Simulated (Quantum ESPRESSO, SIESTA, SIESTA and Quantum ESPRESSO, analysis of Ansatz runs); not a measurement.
## V_Li in LiCl (Fm-3m): how far do the levels depend on the basis, the mesh and the program? (SIESTA and Quantum ESPRESSO)

We place the charge-transition levels of V_Li in LiCl (Fm-3m) with atom-centred orbitals, then repeat the energies at other levels of method to see what holds. Model: a cell of 72 host atoms with 1 Li taken out.

Program: SIESTA and Quantum ESPRESSO. Level of theory: SIESTA numerical-orbital DFT, PBEsol, DZP basis, PseudoDojo 0.4.1 potentials converted to PSML; charged supercells in a uniform background, point-charge correction with alignment at far sites. Results are calculated unless marked as measured.

## Step 1: Starting point

The cell holds 71 atoms: 35 Li and 36 Cl. Its edges and angles: a = 10.735 Å, b = 10.735 Å, c = 14.313 Å, α = 60.0°, β = 60.0°, γ = 60.0°. It derives from LiCl (space group Fm-3m). Nearest the centre at fractional (0.667, 0.333, 0.500): Cl36 at 2.53 Å, Cl60 at 2.53 Å, Cl30 at 2.53 Å, Cl54 at 2.53 Å, Cl38 at 2.53 Å, Cl52 at 2.53 Å, Li39 at 3.58 Å, Li45 at 3.58 Å.

Coordinates:

```xyz
71
Lattice="0.0039 7.5905 7.5905 7.5905 0.0039 7.5905 10.1207 10.1207 0.0053" Properties=species:S:1:pos:R:3 pbc="T T T"
Li    0.0000    0.0000    0.0000
Cl    2.5308    2.5308    2.5308
Li    2.5302    2.5302    0.0013
Cl    5.0610    5.0610    2.5321
Li    5.0603    5.0603    0.0026
Cl    7.5912    7.5912    2.5335
Li    7.5905    7.5905    0.0039
Cl   10.1214   10.1214    2.5348
Li    2.5302    0.0013    2.5302
Cl    5.0610    2.5321    5.0610
Li    5.0603    2.5315    2.5315
Cl    7.5912    5.0623    5.0623
Li    7.5905    5.0617    2.5328
Cl   10.1214    7.5925    5.0636
Li   10.1207    7.5918    2.5341
Cl   12.6515   10.1227    5.0650
Li    5.0603    0.0026    5.0603
Cl    7.5912    2.5335    7.5912
Li    7.5905    2.5328    5.0617
Cl   10.1214    5.0636    7.5925
Li   10.1207    5.0630    5.0630
Cl   12.6515    7.5938    7.5938
Li   12.6509    7.5932    5.0643
Cl   15.1817   10.1240    7.5951
Li    0.0013    2.5302    2.5302
Cl    2.5321    5.0610    5.0610
Li    2.5315    5.0603    2.5315
Cl    5.0623    7.5912    5.0623
Li    5.0617    7.5905    2.5328
Cl    7.5925   10.1214    5.0636
Li    7.5918   10.1207    2.5341
Cl   10.1227   12.6515    5.0650
Li    2.5315    2.5315    5.0603
Cl    5.0623    5.0623    7.5912
Li    5.0617    5.0617    5.0617
Cl    7.5925    7.5925    7.5925
Li    7.5918    7.5918    5.0630
Cl   10.1227   10.1227    7.5938
Li   10.1220   10.1220    5.0643
Cl   12.6528   12.6528    7.5951
Li    5.0617    2.5328    7.5905
Cl    7.5925    5.0636   10.1214
Li    7.5918    5.0630    7.5918
Cl   10.1227    7.5938   10.1227
Li   10.1220    7.5932    7.5932
Cl   12.6528   10.1240   10.1240
Li   12.6522   10.1233    7.5945
Cl   15.1830   12.6542   10.1253
Li    0.0026    5.0603    5.0603
Cl    2.5335    7.5912    7.5912
Li    2.5328    7.5905    5.0617
Cl    5.0636   10.1214    7.5925
Li    5.0630   10.1207    5.0630
Cl    7.5938   12.6515    7.5938
Li    7.5932   12.6509    5.0643
Cl   10.1240   15.1817    7.5951
Li    2.5328    5.0617    7.5905
Cl    5.0636    7.5925   10.1214
Li    5.0630    7.5918    7.5918
Cl    7.5938   10.1227   10.1227
Cl   10.1240   12.6528   10.1240
Li   10.1233   12.6522    7.5945
Cl   12.6542   15.1830   10.1253
Li    5.0630    5.0630   10.1207
Cl    7.5938    7.5938   12.6515
Li    7.5932    7.5932   10.1220
Cl   10.1240   10.1240   12.6528
Li   10.1233   10.1233   10.1233
Cl   12.6542   12.6542   12.6542
Li   12.6535   12.6535   10.1246
Cl   15.1843   15.1843   12.6555
```

Screening for the image-charge correction: ε∞ = 3.07, ε0 = 11.73, from a response run on this crystal (DFPT, PBEsol, Quantum ESPRESSO) at that run's own cell.

The cell's shortest repeat is 10.7 Å.

The primitive cell was relaxed at this level beforehand, to 32.37 Å³.

The defect-free supercell was relaxed beforehand, from displaced atoms: they ended at most 0.02 Å from the sites they started about, so the symmetric structure holds.

## Step 2: Band edges

Levels are counted from the valence top, which comes from the unit cell, dense mesh; the energy of the host comes from the defect-free supercell at the defects' own k-points, so that the host's part of the sampling error cancels.

host.fdf reads:

```
SystemName                      LiCl
SystemLabel                     host
NumberOfSpecies                 2
NumberOfAtoms                   2
%block ChemicalSpeciesLabel
  1    3 Li
  2   17 Cl
%endblock ChemicalSpeciesLabel
LatticeConstant                 1.0 Ang
%block LatticeVectors
     0.001316000     2.530175000     2.530175000
     2.530175000     0.001316000     2.530175000
     2.530175000     2.530175000     0.001316000
%endblock LatticeVectors
AtomicCoordinatesFormat         Fractional
%block AtomicCoordinatesAndAtomicSpecies
     0.000000000     0.000000000     0.000000000  1
     0.500000000     0.500000000     0.500000000  2
%endblock AtomicCoordinatesAndAtomicSpecies
%block kgrid.MonkhorstPack
   12   0   0  0.00
    0  12   0  0.00
    0   0  12  0.00
%endblock kgrid.MonkhorstPack
XC.Functional                   GGA
XC.Authors                      PBEsol
PAO.BasisSize                   DZP
PAO.EnergyShift                 0.005 Ry
Mesh.Cutoff                     300 Ry
%block PAO.PolarizationScheme
  Li non-perturbative
%endblock PAO.PolarizationScheme
OccupationFunction              FD
ElectronicTemperature           0.01 eV
MaxSCFIterations                150
SCF.MustConverge                true
SCF.Mixer.Method                Pulay
SCF.Mixer.Weight                0.2
SCF.Mixer.History               10
SCF.DM.Tolerance                1.0e-4
SCF.H.Tolerance                 1.0e-3 eV
WriteForces                     true
Charge.Mulliken                 end
```

Launch:

```console
$ OMP_NUM_THREADS=1 siesta host.fdf > host.out
```

The log of the run:

```text
Version         : 5.4.2

                           ***********************
                           *  WELCOME TO SIESTA  *
                           ***********************

[...]
reinit: Reading from file host.fdf

reinit: -----------------------------------------------------------------------
reinit: System Name: LiCl
reinit: -----------------------------------------------------------------------
reinit: System Label: host
reinit: -----------------------------------------------------------------------

initatom: Reading input for the pseudopotentials and atomic orbitals ----------
Species number:   1 Atomic number:    3 Label: Li
Species number:   2 Atomic number:   17 Label: Cl

[... pseudopotential checks and orbital generation ...]

prinput: Basis input

PAO.BasisType split

%block ChemicalSpeciesLabel
    1    3 Li                      # Species index, atomic number, species label
    2   17 Cl                      # Species index, atomic number, species label
%endblock ChemicalSpeciesLabel

%block PAO.Basis                 # Define Basis set
# WARNING: This information might be incomplete!
[...]
(Free)E + p*V (eV/cell)     -643.2349
Target enthalpy (eV/cell)     -643.2341
[...]
siesta: Final energy (eV):
siesta:  Band Struct. =    -211.433283
siesta:       Kinetic =     293.312012
siesta:       Hartree =      99.602622
siesta:         Exch. =    -153.375876
siesta:         Corr. =     -13.200421
siesta:   Exch.-corr. =    -166.576297
siesta:  Ion-electron =    -537.796241
siesta:       Ion-ion =    -331.776184
siesta:         Total =    -643.234087
siesta:         Fermi =      -5.831111
[...]
siesta: Stress tensor (static) (eV/Ang**3):
siesta:     0.000026   -0.000075   -0.000075
siesta:    -0.000075    0.000026   -0.000075
siesta:    -0.000075   -0.000075    0.000026
[...]
siesta: Cell volume =         32.370001 Ang**3
[...]
siesta: Pressure (static):
siesta:                Solid            Molecule  Units
siesta:          -0.00000028         -0.00000028  Ry/Bohr**3
siesta:          -0.00002615         -0.00002615  eV/Ang**3
siesta:          -0.04189071         -0.04189071  kBar
[...]
mulliken: Qtot =       10.000

Mulliken Atomic Populations:
Atom #   charge [q] valence [e]  Species
     1     0.162523    2.837477  Li
     2    -0.162523    7.162523  Cl
 Total    -0.000000

Job completed
```

It took 11 s on 1 MPI rank of Arm Neoverse V2, shared host; peak memory 0.19 GiB.

The gap at this level is 6.65 eV.

Test of the sampling: at one point at (¼, ¼, ¼) the host's energy lies 6 meV an atom above its value on the primitive cell's dense mesh, close enough for the relaxations.

(Part 1 of 6 ends here.)

[Logs are printed without paths, hosts, clocks, repeated set-up lines and the standing remarks that a program may print on its own settings, such as how far it seeks lower states.]

[Hosts, paths, dates, database ids (printed as entryN), source tags and the programs' standing remarks are cut or masked in the printed files.]

[For some hosts the program warned that the k-mesh of the response run may be too coarse for force constants and the static dielectric constant; such warnings are not shown here.]

[Charge tables in the logs are Mulliken or Hirshfeld populations, whose sizes and signs can differ; where basis functions stand at a vacancy, SIESTA counts their charge against the missing atom's valence.]

[In relaxation paths of CP2K, step 0 can be the structure after the first move, since the trajectory file begins there, and the last row can be the final structure solved once more.]
